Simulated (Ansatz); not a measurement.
TiSi2 under changes of volume

One of the cells (14.162 Å³/atom); the others are scaled copies at fixed shape and fractional positions:

```
CELL_PARAMETERS angstrom
-1.47287 1.71213 4.21208
1.47287 -1.71213 4.21208
1.47287 1.71213 -4.21208
ATOMIC_POSITIONS crystal
Ti 0.00000 0.00000 0.00000
Si 0.67008 0.67008 0.00000
Si 0.32992 0.32992 0.00000
```

The cell comes from a database or a generator and needn't be the stable form of this composition.

- Program: Ansatz 0.2.0
- Functional: r2SCAN
- Potentials or basis: Ansatz PAW
- Cutoff: 500 eV (not typed: the program's choice for these potentials)
- k mesh: 12 × 12 × 12
- Occupations: fermi-dirac, width 0.05 eV
- Spin: no spin polarisation

| volume (Å³/atom) | energy over the lowest point (meV/atom) | pressure (GPa) | largest force (eV/Å) |
| --- | --- | --- | --- |
| 13.313 | ? | ? | ? |
| 13.596 | 3.63 | 3.7 | 0.084 |
| 13.879 | 0.00 | 0.5 | 0.064 |
| 14.162 | 1.75 | -2.4 | 0.044 |
| 14.446 | 8.32 | -5.0 | 0.024 |
| 14.729 | 19.20 | -7.3 | 0.005 |
| 15.012 | 33.95 | -9.3 | 0.014 |

What does the run at 13.313 Å³/atom give?

Energy over the lowest point 13.28 meV/atom; pressure 7.3 GPa; largest force 0.104 eV/Å.

Worked out: A Birch-Murnaghan fit of order 3 (a polynomial in V^(-2/3)) to the other rows has its minimum at 13.92 Å³/atom with B0 = V·E''(V) = 147 GPa and B' = 4.4 at fixed shape and positions, which overstates the stiffness. It gives 13.23 meV/atom at 13.313 Å³/atom, against the run's 13.28, and -dE/dV = 7.3 GPa, against 7.3.

Energies are extrapolated to zero smearing.

Caveats: the PAW data sets come from PBE, with cores solved anew for the run's functional, which leaves a small shift of forces and pressure.
